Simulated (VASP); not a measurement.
Set up this calculation in VASP 6.6.1, as the native input.

```yaml
Task: single point
Functional: PBE
Potentials_or_basis: VASP PAW PBE potentials, release 64 (H, C, N)
Cutoff: 520 eV
k_mesh: 2 × 2 × 2
Occupations: gaussian, width 0.03 eV
Spin: no spin polarisation
Further_INCAR_settings: ALGO = Normal; EDIFF = 1e-06; NBANDS = 166
```

The structure of HC60N3 (a cell with a defect) lies in POSCAR:

```
HC60N3
1.0
    7.1400000000      0.0000000000      0.0000000000
    0.0000000000      7.1400000000      0.0000000000
    0.0000000000      0.0000000000      7.1400000000
H C N
1 60 3
Direct
    0.5420180200      0.5717283900      0.5568732100
    0.6319130000      0.6319130000      0.6319130000
    0.5014860000      0.7507060000      0.7507060000
    0.7507060000      0.5014860000      0.7507060000
    0.7507060000      0.7507060000      0.5014860000
    0.4950870000      0.2505090000      0.7494590000
    0.4950870000      0.7494590000      0.2505090000
    0.2505090000      0.4950870000      0.7494590000
    0.7494590000      0.4950870000      0.2505090000
    0.2505090000      0.7494590000      0.4950870000
    0.7494590000      0.2505090000      0.4950870000
    0.6235760000      0.3759650000      0.8734240000
    0.6235760000      0.8734240000      0.3759650000
    0.3759650000      0.6235760000      0.8734240000
    0.8734240000      0.6235760000      0.3759650000
    0.3759650000      0.8734240000      0.6235760000
    0.8734240000      0.3759650000      0.6235760000
    0.5050870000      0.2510410000      0.2510410000
    0.2510410000      0.5050870000      0.2510410000
    0.2510410000      0.2510410000      0.5050870000
    0.1273950000      0.6227350000      0.6227350000
    0.6227350000      0.1273950000      0.6227350000
    0.6227350000      0.6227350000      0.1273950000
    0.9999620000      0.4999560000      0.4999560000
    0.4999560000      0.9999620000      0.4999560000
    0.4999560000      0.4999560000      0.9999620000
    0.1278200000      0.3773090000      0.3773090000
    0.3773090000      0.1278200000      0.3773090000
    0.3773090000      0.3773090000      0.1278200000
    0.6239330000      0.8758650000      0.8758650000
    0.8758650000      0.6239330000      0.8758650000
    0.8758650000      0.8758650000      0.6239330000
    0.0011195000      0.7494200000      0.7494200000
    0.7494200000      0.0011195000      0.7494200000
    0.7494200000      0.7494200000      0.0011195000
    0.1237350000      0.3750450000      0.8761320000
    0.1237350000      0.8761320000      0.3750450000
    0.3750450000      0.1237350000      0.8761320000
    0.8761320000      0.1237350000      0.3750450000
    0.3750450000      0.8761320000      0.1237350000
    0.8761320000      0.3750450000      0.1237350000
    0.9987500000      0.2495250000      0.7493430000
    0.9987500000      0.7493430000      0.2495250000
    0.2495250000      0.9987500000      0.7493430000
    0.7493430000      0.9987500000      0.2495250000
    0.2495250000      0.7493430000      0.9987500000
    0.7493430000      0.2495250000      0.9987500000
    0.1237820000      0.1237820000      0.6246850000
    0.1237820000      0.6246850000      0.1237820000
    0.6246850000      0.1237820000      0.1237820000
    0.0017403000      0.2503660000      0.2503660000
    0.2503660000      0.0017403000      0.2503660000
    0.2503660000      0.2503660000      0.0017403000
    0.1249420000      0.8743930000      0.8743930000
    0.8743930000      0.1249420000      0.8743930000
    0.8743930000      0.8743930000      0.1249420000
    0.9999680000      0.9999680000      0.4998950000
    0.9999680000      0.4998950000      0.9999680000
    0.4998950000      0.9999680000      0.9999680000
    0.1254050000      0.1254050000      0.1254050000
    0.9997840000      0.9997840000      0.9997840000
    0.6351560000      0.3648080000      0.3648080000
    0.3648080000      0.6351560000      0.3648080000
    0.3648080000      0.3648080000      0.6351560000
```

The cell was built by a generator and needn't be a form met in nature.

These files were run (other wordings do the same):

INCAR

```
SYSTEM = HC60N3
  ALGO = Normal
  EDIFF = 1E-6
  ENCUT = 520
  GGA = PE
  ISIF = 2
  ISMEAR = 0
  LASPH = .TRUE.
  LCHARG = .TRUE.
  LELF = .TRUE.
  LREAL = .FALSE.
  LVHAR = .TRUE.
  LWAVE = .FALSE.
  NBANDS = 166
  NELM = 100
  PREC = Accurate
  SIGMA = 0.03
```

KPOINTS

```
k-points
0
G
  2 2 2
  0 0 0
```

Potentials or basis: VASP PAW PBE potentials, release 64 (H, C, N).

Command:

```console
$ cat potpaw_PBE.64/H/POTCAR potpaw_PBE.64/C/POTCAR potpaw_PBE.64/N/POTCAR > POTCAR
$ mpirun -np 1 vasp_std > vasp.out
```

Results of the run:

| Property | Result |
| --- | --- |
| Pressure | 1.9 GPa |
| Largest force | 7.337 eV/Å |
| Band gap on the k mesh | 3.64 eV, indirect (least direct gap 3.71 eV) |

Caveat: the k mesh is coarse (spacing up to 0.44 Å⁻¹), so the values aren't converged.

It took 14 min on 1 thread of Intel(R) Xeon(R) Platinum 8488C (Sapphire Rapids) (shared host), peak memory 0.58 GiB.
